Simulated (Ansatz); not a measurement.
S, DFT, PBE, all-electron LAPW, scalar-relativistic (Ansatz 0.2.0), on 4 threads of Arm Neoverse V2 (shared host).

Command: `ansatz run input.yaml --threads 4 --pin off --max-ram 10240MiB --backend cpu --events-out ev --progress --plain --runs-dir out`

```yaml
crystal:
  lattice:
    - [5.5368009023, 3.1966734914, 1.8213904889]
    - [-5.5368009023, 3.1966734914, 1.8213904889]
    - [0.0, -6.3933469828, 1.8213904888]
  atoms:
    - { symbol: S, position: [0.6048406326, 0.3767221109, 0.2730255552] }
    - { symbol: S, position: [0.2730255552, 0.6048406326, 0.3767221109] }
    - { symbol: S, position: [0.3767221109, 0.2730255552, 0.6048406326] }
    - { symbol: S, position: [0.3951593674, 0.6232778891, 0.7269744448] }
    - { symbol: S, position: [0.7269744448, 0.3951593674, 0.6232778891] }
    - { symbol: S, position: [0.6232778891, 0.7269744448, 0.3951593674] }
kpoints:
  mp_grid: { grid: [9, 9, 9] }
scf:
  occupations: { method: fermi_dirac, width: 0.05 }
hamiltonian:
  xc: pbe
  pseudopotentials: { kind: all_electron, lapw: { basis_error: 0.0005 } }
output:
  forces: true
  stress: true
  eigenvalues: true
```

(1) How large is the problem that the program sets up?

(2) About how long does it take, and how much memory?

## Answers

(1) 125 irreducible k-points, 2369 plane waves at Γ, 51 bands.

(2) 65 s of wall time for 8 SCF iterations, with a peak of 1.6 GiB. Times on shared machines scatter by tens of per cent.
